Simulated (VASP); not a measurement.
# H4CO in VASP: notebook, part 2 of 2

VASP 6.6.1. Earlier steps stand in the parts before.

## Step 4: Single point, LDA

File INCAR:

```
ALGO = Normal
EDIFF = 1E-7
ENCUT = 520
GGA = CA
ISIF = 2
ISMEAR = -1
LASPH = T
LCHARG = F
LREAL = Auto
LWAVE = F
NBANDS = 66
NELM = 100
PREC = Accurate
SIGMA = 0.05
```

File KPOINTS:

```
k-points
0
Gamma
  1 1 1
```

File POSCAR:

```
H4CO
1.0
    7.3803230000      0.0000000000      0.0000000000
    0.0000000000      7.3803230000      0.0000000000
    0.0000000000      0.0000000000      7.3803230000
C O H
6 6 24
Direct
    0.3853083395      0.2486205550      0.8658293140
    0.9544433218      0.3651872689      0.7662672758
    0.7467830338      0.1062419626      0.3080488483
    0.0761890774      0.8499221511      0.5980361564
    0.8669539260      0.6358800286      0.2029721463
    0.2491760862      0.8819126209      0.1014047759
    0.5497320375      0.1517413262      0.8746500661
    0.9039848256      0.2120096912      0.8737557963
    0.8805305676      0.2298273395      0.2461680878
   -0.0704982695      0.8981043242      0.7093049993
    0.9248782201      0.5476996061      0.3630193421
    0.4316748739      0.8838095568      0.0897521694
    0.2697984898      0.1545325320      0.8855167992
    0.6680601919      0.2269683861      0.8877389242
    0.3707425813      0.3610411089      0.9632098758
    0.3633038825      0.3112736394      0.7296428625
    0.8953402175      0.4794099120      0.8458166397
    0.9222631584      0.0873132517      0.8053712554
    1.1038270276      0.3770837672      0.7383145697
    0.8858284387      0.3615966401      0.6252842863
    0.6352296505      0.1810625362      0.3702141492
    0.8890938784      0.2279575027      0.1066890975
    0.6764744578      0.0110835257      0.2207084974
    0.8062519757      0.0034415838      0.4105646867
    0.2108715296      0.8514126008      0.6575728461
   -0.1734612428      0.8376056170      0.6529524521
    0.0456077600      0.7017579041      0.5534039635
    0.0846304423      0.9264635166      0.4752502025
    0.9040796724      0.5569810427      0.0792783730
    0.9068573286      0.4155102697      0.3310966200
    0.7228003436      0.6742252338      0.2089203955
    0.9392813838      0.7564574071      0.1889077212
    0.2144892574      0.7968079446      0.2199090744
    0.4661449099      0.9572209780     -0.0155548748
    0.2086900533      1.0256190684      0.1076240159
    0.1750600888      0.8077695245     -0.0106499404
```

Potentials or basis: VASP PAW LDA potentials, release 64 (C, O, H).

Run with:

```bash
> cat potpaw_LDA.64/C/POTCAR potpaw_LDA.64/O/POTCAR potpaw_LDA.64/H/POTCAR > POTCAR
> mpirun -np 1 vasp_gam > vasp.out
```

OUTCAR:

```text
EDIFF = 1E-7
   ENCUT = 520
   GGA = CA
   ISIF = 2
   ISMEAR = -1
   LASPH = T
   LREAL = Auto
   NELM = 100
   PREC = Accurate

 ion  position               nearest neighbor table
   1  0.385  0.249  0.866-  15 1.10  13 1.11  16 1.12   7 1.41
   2  0.954  0.365  0.766-  17 1.12  19 1.13  20 1.16   8 1.43
   3  0.747  0.106  0.308-  23 1.09  21 1.09  24 1.16   9 1.42
   4  0.076  0.850  0.598-  28 1.07  25 1.09  27 1.16  10 1.40
   5  0.867  0.636  0.203-  32 1.04  31 1.10  29 1.12  11 1.41
   6  0.249  0.882  0.101-  35 1.10  33 1.11  36 1.13  12 1.35
   7  0.550  0.152  0.875-  14 1.04   1 1.41
   8  0.904  0.212  0.874-  18 1.06   2 1.43
   9  0.881  0.230  0.246-  22 1.03   3 1.42
  10  0.930  0.898  0.709-  26 0.97   4 1.40
  11  0.925  0.548  0.363-  30 1.01   5 1.41
  12  0.432  0.884  0.090-  34 0.98   6 1.35
  13  0.270  0.155  0.886-   1 1.11
  14  0.668  0.227  0.888-   7 1.04
  15  0.371  0.361  0.963-   1 1.10
  16  0.363  0.311  0.730-   1 1.12
  17  0.895  0.479  0.846-   2 1.12
[... 17 lines left out ...]
  35  0.209  0.026  0.108-   6 1.10
  36  0.175  0.808  0.989-   6 1.13

  LATTYP: Found a simple cubic cell.
 ALAT       =     7.3803230000
[... 232 lines left out ...]

 k-point     1 :       0.0000    0.0000    0.0000
  band No.  band energies     occupation
      1     -23.6765      2.00000
      2     -22.8545      2.00000
      3     -22.6226      2.00000
      4     -22.4951      2.00000
      5     -22.1501      2.00000
      6     -21.6459      2.00000
[... 46 lines left out ...]
     53       4.5395      0.00000
     54       4.6676      0.00000
 [bands above 54 left out]

------------------------ aborting loop because EDIFF is reached ----------------------------------------

  FORCE on cell =-STRESS in cart. coord.  units (eV):
  Direction    XX          YY          ZZ          XY          YZ          ZX
  --------------------------------------------------------------------------------------
  -------------------------------------------------------------------------------------
  Total        0.2154977     -2.9587051     -1.9348061     -0.6873400     -1.0139736     -1.0585572
  in kB        0.8588695    -11.7919644     -7.7111990     -2.7394039     -4.0412073     -4.2188959
  external PRESSURE =      -6.2147646 kB  Pullay stress =       0.0000000 kB

 VOLUME and BASIS-vectors are now :
 -----------------------------------------------------------------------------
  energy-cutoff  :      520.00
  volume of cell :      402.00
      direct lattice vectors                 reciprocal lattice vectors
     7.380323000  0.000000000  0.000000000     0.135495425  0.000000000  0.000000000
     0.000000000  7.380323000  0.000000000     0.000000000  0.135495425  0.000000000
     0.000000000  0.000000000  7.380323000     0.000000000  0.000000000  0.135495425

 POSITION                                       TOTAL-FORCE (eV/Angst)
 -----------------------------------------------------------------------------------
      2.84370      1.83490      6.39010         0.165094      0.349803     -0.761090
      7.04410      2.69520      5.65530        -0.809077     -0.137002     -0.895749
      5.51150      0.78410      2.27350         0.549566     -0.794450      1.700731
      0.56230      6.27270      4.41370        -0.138319     -2.961009     -0.825188
      6.39840      4.69300      1.49800        -0.512496     -1.277848      0.453765
      1.83900      6.50880      0.74840        -1.591097     -0.626400      0.123244
[... 28 lines left out ...]
      1.54020      0.18908      0.79430        -1.105921     -0.123362      0.389800
      1.29200      5.96160      7.30172         0.294035      0.465680     -0.007091
 -----------------------------------------------------------------------------------
    total drift:                                0.004233     -0.011141      0.005967

  FREE ENERGIE OF THE ION-ELECTRON SYSTEM (eV)
  ---------------------------------------------------
  free  energy   TOTEN  =      -192.3688283181 eV

  energy  without entropy=     -192.3688283180  energy(sigma->0) =     -192.36882832
```

OSZICAR:

```text
N       E                     dE             d eps       ncg     rms          rms(c)
DAV:   1     0.624527523493E+03    0.62453E+03   -0.41560E+04   132   0.114E+03
DAV:   2    -0.125216729808E+03   -0.74974E+03   -0.71277E+03   182   0.262E+02
DAV:   3    -0.209015030948E+03   -0.83798E+02   -0.83121E+02   168   0.954E+01
[... 12 lines left out ...]
DAV:  16    -0.192368824572E+03   -0.18846E-04   -0.17678E-05   152   0.160E-02    0.528E-03
DAV:  17    -0.192368827411E+03   -0.28384E-05   -0.29402E-06   176   0.109E-02    0.280E-03
DAV:  18    -0.192368828160E+03   -0.74908E-06   -0.16191E-06   152   0.514E-03    0.165E-03
DAV:  19    -0.192368828282E+03   -0.12242E-06   -0.39051E-07   152   0.283E-03    0.801E-04
DAV:  20    -0.192368828318E+03   -0.35882E-07   -0.56740E-08   112   0.138E-03
   1 F= -.19236883E+03 E0= -.19236883E+03  d E =-.102679E-09
```

Wall time 27 s (1 thread of AMD EPYC 9R45 (Zen 5), shared host); peak memory 0.27 GiB.

What came out:

- Free energy: -192.3688 eV
- Pressure: -0.6 GPa
- Largest force: 3.077 eV/Å
- Band gap on the k mesh: 4.15 eV, direct

Forces on the atoms (eV/Å):
```
C    0.165  0.350 -0.761
C   -0.809 -0.137 -0.896
C    0.550 -0.794  1.701
C   -0.138 -2.961 -0.825
C   -0.512 -1.278  0.454
C   -1.591 -0.626  0.123
O    0.445  0.634  0.236
O    0.308 -0.769 -0.358
O   -0.242 -0.953 -1.488
O    0.144  0.603  0.732
O   -0.203 -0.055 -0.374
O    2.174 -0.807 -0.461
H    0.097 -0.029  0.085
H   -1.004 -0.979 -0.293
H    0.141 -0.077  0.311
H    0.184 -0.140  0.092
H    0.582  0.128 -0.598
H   -0.293  0.750  0.356
H   -0.644  0.070  0.458
H    0.426  0.064  1.149
H   -0.151  0.228  0.505
H    0.116 -0.194  0.785
H    0.092  0.095 -1.432
H   -0.202  1.224 -0.487
H    0.144  0.251  0.908
H   -0.448  0.194  0.275
H    0.699  1.319  0.097
H   -0.161  0.905 -0.969
H   -0.400 -0.025  0.243
H    0.058 -0.134  0.270
H   -0.309 -0.235 -0.310
H    1.136  2.067 -0.133
H   -0.268  0.510  0.307
H    0.726  0.459 -0.084
H   -1.106 -0.123  0.390
H    0.294  0.466 -0.007
```

Stress tensor (GPa, compression positive):
```
 0.09 -0.27 -0.42
-0.27 -1.18 -0.40
-0.42 -0.40 -0.77
```

Levels at points of the mesh, in eV from the valence-band top:
```tsv
k point	band 40	band 41	band 42	band 43	band 44	band 45
(0.00, 0.00, 0.00)	-0.76	-0.25	0.00	4.15	5.36	5.53
```

As with any semilocal functional, this LDA gap is likely too small.
